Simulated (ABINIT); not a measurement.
Write the native input for ABINIT 10.8.3 (patched build) that does the following.

| Item | Value |
| --- | --- |
| Task | equation of state |
| Functional | revPBE |
| Dispersion | D3 |
| Potentials or basis | JTH PAW PBE v2.0 |
| Cutoff | 463 eV |
| k mesh | 9 × 9 × 9 |
| Occupations | fermi-dirac, width 0.05 eV |
| Spin | no spin polarisation |
| Fine-grid cutoff | 925.187 eV |
| Exchange and correlation inside the PAW spheres | full angular mesh (pawxcdev 0, this build's default; the released program takes 1) |

Pb:

```xyz
1
Lattice="0.0000 2.4750 2.4750 2.4750 0.0000 2.4750 2.4750 2.4750 0.0000" Properties=species:S:1:pos:R:3 pbc="T T T"
Pb    0.0000    0.0000    0.0000
```

These files were run (other wordings do the same):

run.abi

```
# Datasets: one volume each
ndtset 7
getwfk -1
scalecart1 3*0.9795861087
scalecart2 3*0.9864848297
scalecart3 3*0.9932883884
scalecart4 3*1.0000000000
scalecart5 3*1.0066227096
scalecart6 3*1.0131594038
scalecart7 3*1.0196128224

# Pseudopotentials
pp_dirpath "./"
pseudos "Pb.GGA_PBE-JTH.xml"

# Structure
acell 3*1.0 Angstrom
rprim
     0.0000000000     2.4750200000     2.4750200000
     2.4750200000     0.0000000000     2.4750200000
     2.4750200000     2.4750200000     0.0000000000
ntypat 1
znucl 82
natom 1
typat 1
xred
     0.0000000000     0.0000000000     0.0000000000

# Plane-wave basis
ecut 17.0
pawecutdg 34.0

# k points
kptopt 1
ngkpt 9 9 9
nshiftk 1
shiftk 0.0 0.0 0.0

# Exchange and correlation
ixc 14
vdw_xc 6

# Bands and occupations
nband 11
occopt 3
tsmear 0.05 eV

# SCF cycle
nstep 100
tolvrs 1.0e-9

# Output
iomode 3
prtwf 1
prtden 0
prteig 0
prtebands 0
```

Potentials or basis: JTH PAW PBE v2.0.

The run is started by

```console
$ abinit run.abi > log 2>&1
```

It gave:

```json
{
 "Equilibrium volume": "30.84 Å³/atom (rough: see the caveat)",
 "Bulk modulus": "41 GPa (rough)"
}
```

Caveat: the cutoff is too short for stress, so the log's stress isn't used; pressures at fixed basis lie under the slope of the energies; the fit is doubtful: noisy points or a state that changes with volume; the PAW data sets were made with another functional, which shifts forces and pressure a little.

It took 56 s on 1 thread of Arm Neoverse V1, on a shared host, peak memory 0.13 GiB.
